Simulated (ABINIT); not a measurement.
Mg:

```xyz
4
Lattice="3.1768 0.0000 0.0000 -1.5884 2.7512 0.0000 0.0000 0.0000 10.3189" Properties=species:S:1:pos:R:3 pbc="T T T"
Mg    1.5884    0.9171    7.7391
Mg    0.0000    0.0000    5.1594
Mg    0.0000    1.8341    2.5797
Mg    0.0000    0.0000    0.0000
```

Program: ABINIT 10.8.3 (patched build). Alike in all runs: potentials or basis JTH PAW PBE v2.0; no spin polarisation; cell as given; cutoff (eV) 517; smearing fermi-dirac 0.05 eV. Hardware: 1 thread of Arm Neoverse V1, with other jobs on the host.

Question: Order these runs on this cell by their wall time, lowest first.
A. task single point; level PBE; k mesh 13 × 13 × 4
B. task band structure; level BLYP; k mesh 10 × 10 × 3
C. task single point; level PBEsol; k mesh 8 × 8 × 2

Answer: C (40 s), A (110 s), B (250 s).
